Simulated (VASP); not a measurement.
A run of VASP 6.6.1 is set up as follows.

Contents of INCAR:

```
SYSTEM = PbS
PREC = Accurate
ENCUT = 520
EDIFF = 1E-6
ISMEAR = 0
SIGMA = 0.02
LREAL = .False.
LASPH = .True.
NELM = 100
ALGO = Fast
ISIF = 2
LWAVE = .False.
LCHARG = .True.
GGA = PE
IVDW = 12
LELF = .True.
LVHAR = .True.
NBANDS = 28
```

File KPOINTS:

```
Automatic mesh
0
Gamma
  6 6 2
  0 0 0
```

Contents of POSCAR:

```
PbS
1.0
    2.9722826248     -2.9723088940     -0.0000119400
    2.9722826248      2.9723088940     -0.0000119400
   -2.0910017850      0.0000000000     22.1688341228
Pb S
2 2
Direct
    0.7374882601      0.7173191078      0.9356911110
    0.2826808922      0.2625117399      0.0643088890
    0.2402462988      0.2198154511      0.9432294211
    0.7801845489      0.7597537012      0.0567705789
```

Potentials or basis: VASP PAW PBE potentials, release 64 (Pb_d, S).

Run with:

```sh
$ cat potpaw_PBE.64/Pb_d/POTCAR potpaw_PBE.64/S/POTCAR > POTCAR
$ mpirun -np 1 vasp_std > vasp.out
```

(1) What does it give for the largest force?

(2) What does it give for the band gap on the k mesh?

(3) Predict the dispersion energy per atom.

Results:

(1) 0.007 eV/Å.

(2) 2.06 eV, indirect (least direct gap 2.13 eV).

(3) -0.228 eV.

Caveat: spin-orbit coupling is left out, which as a rule narrows the gap of such compounds by several tenths of an eV.
